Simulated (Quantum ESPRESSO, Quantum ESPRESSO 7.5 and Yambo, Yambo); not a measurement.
# Excitons of BN (Qingsongite) on ever denser meshes

How far does the k mesh set the exciton binding of BN (Qingsongite)?

Main program and level: Quantum ESPRESSO 7.5 and Yambo 5.3.0; PBE and many-body steps on it, plane waves.

### 1. Starting point

It takes space group F-43m (No. 216, cubic). Conventional cell: a = 3.615 Å, b = 3.615 Å, c = 3.615 Å, α = 90.00°, β = 90.00°, γ = 90.00°. Nearest to B lie 4 N at 1.57 Å. N has 4 B at 1.57 Å nearest. Farther neighbours and most contacts between anions are not listed.

The cell and positions come from the Crystallography Open Database and are kept as given unless a step says otherwise.

### 2. Empty states on the mesh, 8×8×8 mesh, 30 bands

This step: Quantum ESPRESSO 7.5; DFT, PBE, plane waves, norm-conserving pseudopotentials.

The sums over transitions need many empty states on a uniform mesh; this step solves for them.

Input file pw.in:

```
&control
  calculation = 'nscf'
  prefix = 'x'
  outdir = 'o'
  pseudo_dir = 'pseudo'
/
&system
  ibrav = 0
  nat = 2
  ntyp = 2
  ecutwfc = 72.0
  nbnd = 30
  force_symmorphic = .true.
/
&electrons
  conv_thr = 1e-9
  electron_maxstep = 80
  diago_full_acc = .true.
  diago_thr_init = 5e-6
/
ATOMIC_SPECIES
  B 10.81 B.upf
  N 14.007 N.upf
CELL_PARAMETERS angstrom
  -0.0000000000 1.8075000000 1.8075000000
  1.8075000000 0.0000000000 1.8075000000
  1.8075000000 1.8075000000 -0.0000000000
ATOMIC_POSITIONS crystal
  B 0.0000000000 0.0000000000 0.0000000000
  N 0.2500000000 0.2500000000 0.2500000000
K_POINTS automatic
  8 8 8 0 0 0
```

The run is started by

```sh
$ OMP_NUM_THREADS=1 mpirun -n 4 pw.x -nk 4 -in pw.in > pw.out
```

What it wrote:

```text
Program PWSCF v.7.5 starts

     This program is part of the open-source Quantum ESPRESSO suite
     for quantum simulation of materials; please cite
         "P. Giannozzi et al., J. Phys.:Condens. Matter 21 395502 (2009);
         "P. Giannozzi et al., J. Phys.:Condens. Matter 29 465901 (2017);
         "P. Giannozzi et al., J. Chem. Phys. 152 154105 (2020);
     in publications or presentations arising from this work. More details at

     Atomic positions and unit cell read from directory:
     o/x.save/

     Message from routine setup:
[...]
k = 0.1768 0.1768-0.1768 (   821 PWs)   bands (ev):

[...]
34.6430  34.9724  34.9724  39.0200  50.5373  50.5373  54.8481  54.8481
    54.9883  56.4994  70.3441  70.3441  79.9592  82.0462  82.0462  86.4825
    86.4825  87.6302  88.6554  92.7388  94.0164  94.0164

          k = 0.2652 0.2652-0.2652 (   820 PWs)   bands (ev):

     [... further k-points ...]

     highest occupied, lowest unoccupied level (ev):    11.1555   15.6904

     XML data file, pseudopotentials, collected wavefunctions

=------------------------------------------------------------------------------=
   JOB DONE.
=------------------------------------------------------------------------------=
```

It took 2 s on 4 MPI ranks of Arm Neoverse V1, shared host; peak memory 0.05 GiB.

Numbers from this step:

| Item | Value |
| --- | --- |
| gap | 4.535 eV |
| k of the valence top | 0, 0, 0 |
| k of the conduction bottom | 0, -0.5, -0.5 |
| least direct gap | 8.878 eV |
| k points computed | 29 |
| lowest point of the top converged band, above the valence top | 80.8824 eV |

On this mesh the gap is 4.535 eV.

The density comes from a self-consistent run that is not shown.

### 3. Conversion and set-up

This step: Yambo 5.3.0; conversion and set-up on PBE, plane waves, norm-conserving pseudopotentials.

The states are converted to the many-body program's format and the q mesh is built.

The run is started by

```sh
$ (cd o/x.save; p2y > p2y.log; mv SAVE ../..); yambo > setup.log
```

What it wrote:

```text
 Yambo, version 5.3.0

 [02] CORE Variables Setup
 =========================

  [02.01] Unit cells
  ==================

  Cell kind             :  FCC
  Atoms in the cell     :  B  N
  number of B  atoms    :  1
  number of N  atoms    :  1

  List of atomic masses
  Mass of B     :  10.81000
  Mass of N     :  14.00700

  List of atomic coordinates    : [cc]
  B1       :  0.000000  0.000000  0.000000  order 1
  N1       :  1.707840  1.707840  1.707840  order 2

  Alat factors          :  3.415680  3.415680  3.415680 [a.u.]
  Direct lattice volume :  79.70059 [a.u.]
[...]
Q [ 1]         [rlu]:  0.000000  0.000000  0.000000
 Q [ 2]         [rlu]: -0.19961E-16 -0.19961E-16  0.12500
 Q [ 3]         [rlu]:  0.53430E-17  0.53430E-17  0.25000
[...]
Q [ 8]         [rlu]: -0.22413E-16  0.12500      0.37500
 Q [ 9]         [rlu]: -0.67428E-16  0.12500      0.50000
 Q [10]         [rlu]:  0.44825E-16  0.12500     -0.37500
     [... 17 further rows ...]
 Q [28]         [rlu]:  0.125000 -0.500000 -0.375000
 Q [29]         [rlu]:  0.250000 -0.500000 -0.250000

  [03.01] X indexes
  =================

   [03.01.01] Sigma indexes
   ========================

 [06] Game Over & Game summary
```

Elapsed: 2 s, on 1 MPI rank; peak memory 0.23 GiB.

### 4. Screening and self-energy, 8×8×8 mesh, 30 bands, screening to 129.3 eV

G0W0 replaces the xc potential by the self-energy, built once from these orbitals. Only a window of levels is corrected, while the sums run over the empty bands that the input names.

This step: G0W0 on PBE, plane waves, norm-conserving pseudopotentials.

Input file gw1.in:

```
HF_and_locXC
gw0
dyson
ppa
em1d
rim_cut
RandQpts= 1000000
RandGvec= 1 RL
EXXRLvcs= 72 Ry
VXCRLvcs= 288 Ry
Chimod= "HARTREE"
% BndsRnXp
 1 | 30 |
%
NGsBlkXp= 9.5 Ry
% LongDrXp
 1 | 1 | 1 |
%
% GbndRnge
 1 | 30 |
%
DysSolver= "n"
ExtendOut
PPAPntXp= 27.21138 eV
% QPkrange
 1 | 29 | 2 | 6 |
%
```

The run is started by

```sh
$ OMP_NUM_THREADS=1 mpirun -n 4 yambo -F gw1.in -J gw1 -C gw1 > gw1.log
```

What it wrote:

```text
 Yambo, version 5.3.0

 [02] CORE Variables Setup
 =========================

  [... cell, symmetries and grids as in the set-up ...]

  [02.05] Energies & Occupations
  ==============================

  [X] === General ===
  [X] Electronic Temperature                        :  0.000000  0.000000 [eV K]
  [X] Bosonic    Temperature                        :  0.000000  0.000000 [eV K]
  [X] Finite Temperature mode                       : no
  [X] El. density                                   :  0.67737E+24 [cm-3]
[...]
Sx RL components                                 :   893

   QP @ state[ 1 ] K range                          :   1  29
   QP @ state[ 1 ] b range                          :   2   6
   GF energies kind                                 : Perdew, Burke & Ernzerhof(X)+Perdew, Burke & Ernzerhof(C)
   GF WF`s kind                                     : Perdew, Burke & Ernzerhof(X)+Perdew, Burke & Ernzerhof(C)
   Xs energies kind                                 : Perdew, Burke & Ernzerhof(X)+Perdew, Burke & Ernzerhof(C)
   Xs WF`s kind                                     : Perdew, Burke & Ernzerhof(X)+Perdew, Burke & Ernzerhof(C)

 [11] Game Over & Game summary
```

Wall time 2.2 min (4 MPI ranks); peak memory 1.3 GiB; 8.9 min of CPU time.

This step gave:

```yaml
g0w0_gap_on_the_mesh: 5.879 eV
starting_gap_on_the_mesh: 4.535 eV
k_of_the_valence_top: 0, 0, 0
k_of_the_conduction_bottom: 0, -0.5, -0.5
least_direct_g0w0_gap_on_the_computed_points: 10.87 eV
```

The gap on the mesh goes from 4.53 eV to 5.88 eV, a correction of +1.34 eV.

The gap opens by 1.345 eV; the next steps shift the empty bands rigidly by 1.988 eV, the correction at the start's least direct gap.

### 5. Excitons

Light makes an electron and a hole together. The Bethe-Salpeter equation adds their screened attraction and their exchange, in a window of bands around the gap.

This step: Bethe-Salpeter equation on PBE with a scissors shift, plane waves, norm-conserving pseudopotentials.

Input file bse3.in:

```
optics
bss
bse
em1s
dipoles
rim_cut
RandQpts= 1000000
RandGvec= 1 RL
Chimod= "HARTREE"
BSKmod= "SEX"
BSEmod= "resonant"
BSSmod= "d"
BSENGexx= 30 Ry
BSENGBlk= 6 Ry
% BSEQptR
 1 | 1 |
%
% BSEBands
 2 | 8 |
%
% BEnRange
 0 | 16 | eV
%
% BDmRange
 0.1 | 0.1 | eV
%
BEnSteps= 161
% BLongDir
 1 | 0 | 0 |
%
% BndsRnXs
 1 | 16 |
%
NGsBlkXs= 6 Ry
% LongDrXs
 1 | 1 | 1 |
%
% KfnQP_E
 1.988 | 1.0 | 1.0 |
%
WRbsWF
```

The run is started by

```sh
$ OMP_NUM_THREADS=1 mpirun -n 4 yambo -F bse3.in -J bse3 -C bse3 > bse3.log
```

What it wrote:

```text
 Yambo, version 5.3.0

 [02] CORE Variables Setup
 =========================

  [... cell, symmetries and grids as in the set-up ...]

  [02.05] Energies & Occupations
  ==============================

  [X] === General ===
  [X] Electronic Temperature                        :  0.000000  0.000000 [eV K]
  [X] Bosonic    Temperature                        :  0.000000  0.000000 [eV K]
  [X] Finite Temperature mode                       : no
  [X] El. density                                   :  0.67737E+24 [cm-3]
  [X] Fermi Level                                   :  11.15554 [eV]

  [X] === Gaps and Widths ===
  [X] Conduction Band Min                           :  4.534823 [eV]
  [X] Valence Band Max                              :  0.000000 [eV]
  [X] Filled Bands                                  :   4
  [X] Empty Bands                                   :   5  30
  [X] Direct Gap                                    :  8.878135 [eV]
  [X] Direct Gap localized at k                     :  1
  [X] Indirect Gap                                  :  4.534823 [eV]
  [X] Indirect Gap between kpts                     :   1  21
  [X] Last valence band width                       :  6.499738 [eV]
  [X] 1st conduction band width                     :  6.083197 [eV]

 [03] Transferred momenta grid and indexing
 ==========================================

 [BZ sampling] Q-grid is User defined and/or read from the database

 IBZ Q-points                                      :  29
 BZ  Q-points                                      :   512

 K/Q-points units:
 rlu = crystal or reduced units; cc = cartesian coordinates; iku = interal k-units

 Q [ 1]         [rlu]:  0.000000  0.000000  0.000000
 Q [ 2]         [rlu]: -0.19961E-16 -0.19961E-16  0.12500
 Q [ 3]         [rlu]:  0.53430E-17  0.53430E-17  0.25000
 Q [ 4]         [rlu]: -0.70741E-17 -0.70741E-17  0.37500
 Q [ 5]         [rlu]: -0.10686E-16 -0.10686E-16 -0.50000
 Q [ 6]         [rlu]: -0.13995E-17  0.12500      0.12500
 Q [ 7]         [rlu]: -0.48728E-17  0.12500      0.25000
 Q [ 8]         [rlu]: -0.22413E-16  0.12500      0.37500
 Q [ 9]         [rlu]: -0.67428E-16  0.12500      0.50000
 Q [10]         [rlu]:  0.44825E-16  0.12500     -0.37500
     [... 17 further rows ...]
 Q [28]         [rlu]:  0.125000 -0.500000 -0.375000
 Q [29]         [rlu]:  0.250000 -0.500000 -0.250000

  [03.01] X + BSE indexes
  =======================

   [03.01.01] Sigma indexes
   ========================

 [04] Coloumb potential Random Integration (RIM)
 ===============================================

  [04.01] RIM initialization
  ==========================

  * Diagonal components only detected *

  8 x (sBL volume)        :  0.048629 [a.u.]
  sBZ random points       :  1000000
  Points outside the sBZ  :   7987327
  RL volume               :  3.112276 [a.u.]
  Integrated volume       :  3.117214 [a.u.]

  [04.02] RIM integrals
  =====================

  Gamma point sphere radius             :  0.066209 [a.u.]
  Points outside the sphere             :   799513
  [Int_sBZ(q=0) 1/q^2]*(Vol_sBZ)^(-1/3) =:  7.764325
                                 should be <:  7.795600

  Summary of Coulomb integrals for non-metallic bands |Q|[au] RIM/Bare

  Q [1] 0.100000E-4 0.995988 * Q [2] 0.199133 1.066654
  Q [6] 0.229939 1.065697 * Q [12] 0.325183 1.027401
  Q [7] 0.381311 1.020783 * Q [3] 0.398266 1.018268
  Q [13] 0.459878 1.014976 * Q [11] 0.501141 1.012108
  Q [22] 0.514159 1.011863 * Q [8] 0.563233 1.010068
  Q [14] 0.597399 1.009284 * Q [4] 0.597399 1.009027
[...]
Q [27] 0.829057 1.005405 * Q [24] 0.860353 1.005108
  Q [26] 0.883098 1.005043 * Q [21] 0.919756 1.004671
  Q [28] 0.948063 1.004468 * Q [20] 0.975549 1.004343
  Q [29] 1.028319 1.004012

 [WARNING] [Xs] User bands 1-16 break level degeneracy

 [05] External/Internal QP corrections
 =====================================

 [QP_apply] Action to be applied: USER defined scissor

  [05.01]  QP corrections report
  ==============================

  [K+QP] === General ===
[...]
[K+QP] Fermi Level                                :  0.000000 [eV]

  [K+QP] === Gaps and Widths ===
  [K+QP] Conduction Band Min                        :  6.522823 [eV]
  [K+QP] Valence Band Max                           :  0.000000 [eV]
  [K+QP] Filled Bands                               :   4
  [K+QP] Empty Bands                                :   5  30
  [K+QP] Direct Gap                                 :  10.86614 [eV]
  [K+QP] Direct Gap localized at k                  :  1
  [K+QP] Indirect Gap                               :  6.522823 [eV]
  [K+QP] Indirect Gap between kpts                  :   1  21
  [K+QP] Last valence band width                    :  6.499738 [eV]
  [K+QP] 1st conduction band width                  :  6.083197 [eV]

  [coarse-grid] Minimum Bare Gap        [ev]:  4.534823
  [coarse-grid] Minimum Gap Correction  [ev]:  1.988000

  Eqp @ K [ 1]
   -20.2103    -0.378404E-8 -0.295755E-8   0.00000      10.8661      10.8661      10.8661      12.3540
  Eqp @ K [ 2]
  -19.83136  -1.86849  -0.37960  -0.37960  11.22925  11.43481  11.43481  13.53354
  Eqp @ K [ 3]
  -18.73115  -5.46693  -1.12834  -1.12834  11.68981  12.38460  12.38460  15.56099
  Eqp @ K [ 4]
  -17.10507  -8.91863  -1.72621  -1.72621  12.05987  12.75767  12.75767  16.84316
  Eqp @ K [ 5]
  -15.98786 -10.68327  -1.94357  -1.94357  12.19813  12.76674  12.76674  17.24300
  Eqp @ K [ 6]
  -19.70561  -1.24660  -1.10941  -1.10941  10.19528  12.39100  12.39100  13.50736
  Eqp @ K [ 7]
  -18.84599  -4.20793  -1.98763  -1.43910  10.37952  13.21545  13.66039  14.74021
  Eqp @ K [ 8]
  -17.37449  -7.64389  -2.51575  -2.27185  11.06759  13.59772  14.16876  15.95209
  Eqp @ K [ 9]
  -15.89362 -10.12445  -3.03096  -2.51981  11.54814  13.57184  13.91025  17.36559

 [06] Dipoles
 ============

  [06.01] Setup: observables and procedures
  =========================================

  [WARNING] [r,Vnl^pseudo] included in position and velocity dipoles.

  [WARNING] In case H contains other non local terms, these are neglected

 [07] Static Dielectric Matrix
 =============================

 [WR./bse3//ndb.em1s]------------------------------------------------------------
  Brillouin Zone Q/K grids (IBZ/BZ)                :    29   512    29   512
  RL vectors                                       :  1211 [WF]
  Coulomb cutoff potential                         : none
  Electronic Temperature                           :  0.000000 [K]
  Bosonic    Temperature                           :  0.000000 [K]
  Static diel. fun.  energies                      : Perdew, Burke & Ernzerhof(X)+Perdew, Burke & Ernzerhof(C)
  wavefunctions                                    : Perdew, Burke & Ernzerhof(X)+Perdew, Burke & Ernzerhof(C)
  Global Gauge                                     : length
  X matrix size                                    :  27
  X band range                                     :   1  16
  X e/h energy range                               : -1.000000 -1.000000 [eV]
  X Time ordering                                  : T
  X Hxc Kernel                                     : HARTREE
  X Drude frequency                                :  0.000000  0.000000
  X poles                                          :  100.0000 [o/o]
  RL vectors in the sum                            :  1211
  [r,Vnl] included                                 : yes
  Field direction                                  :  0.577350E-5  0.577350E-5  0.577350E-5
  BZ energy Double Grid                            : no
  BZ energy DbGd points                            : 0
  BZ Q point size factor                           : -1.000000
  X Optical Averaged directions                    : none

 [08] Bethe Salpeter Equation driver
 ===================================

  [08.01] Bethe Salpeter Equation @q1
  ===================================

   [08.01.01] Transition pre-analysis @q1
   ======================================

   [08.01.02] Transition Groups build-up @q1
   =========================================

   [BSK] Transition groups (total):   58
   [BSK] Size (resonant):   6144
   [BSK]         (total):   6144
   [BSK] N. of matrices :  1

   [08.01.03] Loading Dipoles @q1
   ==============================

   [08.01.04] Independent Particles properties @q1
   ===============================================

   ==========================================================

   [BSE] Exchange components :  259
   [BSE] Correlation components :   27  229

    [08.01.05.01] Screened interaction header I/O
    =============================================

    [08.01.05.02] Main kernel loop
    ==============================

    [08.01.05.03] Wave-Function Phases
    ==================================

    [BSE] WF phases found       :  74.98974 [o/o]

   [08.01.06] BSE solver(s) @q1
   ============================

   [08.01.07] Diago Solver @q1
   ===========================

 [11] Game Over & Game summary
```

The job ended after 11 min (4 MPI ranks; peak memory 3.7 GiB; 45 min of CPU time).

This step gave:

```
transitions in the window                                      : 6144
direct gap of the transition levels                            : 10.87 eV
lowest state                                                   : 10.37 eV
first strong exciton (over a fiftieth of the strongest listed) : 10.37 eV
binding of the lowest state below the direct gap               : 0.4987 eV
Coulomb term of one mesh cell                                  : 0.5027 eV
```

The binding is 0.99 times the screened Coulomb term of one mesh cell (0.50 eV), so it is not shown settled.

The lowest state lies at 10.367 eV, 0.499 eV under the direct gap.

Lines within 3 meV are set at the lowest of them, and the highest group, which the list may cut short, is left out. Lines of the exciton spectrum (strongest = 100):

| position (eV) | lines merged | strength, relative |
| --- | --- | --- |
| 10.367 | 6 | 39 |
| 10.383 | 2 | 0.1 |
| 10.400 | 1 | 0.0 |
| 10.761 | 3 | 100 |
| 10.781 | 3 | 0.0 |
| 10.825 | 3 | 0.0 |
| 10.832 | 3 | 0.0 |
| 10.893 | 2 | 0.0 |

The ε₂ has structure finer than the step of the table below, so its rows give means over 0.5 eV, whole bins alone (the curve runs from 0 to 16 eV). Peaks (eV: height): BSE 10.40: 14.4, 10.80: 33.3, 11.70: 21.5, 12.50: 20.5, 15.60: 6.85; no electron-hole interaction 11.80: 9.70, 12.30: 10.6, 13.60: 19.2, 15.20: 8.18, 15.90: 9.07.

Field along x; broadening 0.1 eV; transition window only. Limits: finite bands, cutoff and mesh; exciton not shown settled in the k mesh. The ε₂ by photon energy; means over each step:

| photon energy (eV) | BSE | no electron-hole interaction |
| --- | --- | --- |
| 0.5 | 0.0156 | 0.0110 |
| 1.0 | 0.0171 | 0.0118 |
| 1.5 | 0.0187 | 0.0128 |
| 2.0 | 0.0207 | 0.0139 |
| 2.5 | 0.0230 | 0.0151 |
| 3.0 | 0.0256 | 0.0166 |
| 3.5 | 0.0288 | 0.0182 |
| 4.0 | 0.0327 | 0.0201 |
| 4.5 | 0.0374 | 0.0224 |
| 5.0 | 0.0432 | 0.0250 |
| 5.5 | 0.0506 | 0.0282 |
| 6.0 | 0.0602 | 0.0321 |
| 6.5 | 0.0728 | 0.0369 |
| 7.0 | 0.0903 | 0.0430 |
| 7.5 | 0.115 | 0.0508 |
| 8.0 | 0.154 | 0.0612 |
| 8.5 | 0.217 | 0.0757 |
| 9.0 | 0.339 | 0.0971 |
| 9.5 | 0.641 | 0.132 |
| 10.0 | 2.58 | 0.199 |
| 10.5 | 14.7 | 0.473 |
| 11.0 | 22.9 | 1.65 |
| 11.5 | 14.1 | 5.23 |
| 12.0 | 12.1 | 7.68 |
| 12.5 | 16.4 | 8.96 |
| 13.0 | 11.4 | 7.99 |
| 13.5 | 5.00 | 14.3 |
| 14.0 | 4.35 | 14.2 |
| 14.5 | 3.64 | 10.8 |
| 15.0 | 4.54 | 5.90 |
| 15.5 | 5.86 | 6.60 |

[end of part 1 of 4]

[Paths, hosts, dates, memory and timing lines, banners, echoed tables and standing remarks are left out of the program output.]

[Logs are printed without paths, hosts, clocks, repeated set-up lines and the standing remarks that a program may print on its own settings, such as how far it seeks lower states.]

[Runs of the session that timed out or met a known fault of the program may be left out.]

[Hosts, paths, dates, database ids (printed as entryN), source tags and the programs' standing remarks are cut or masked in the printed files.]
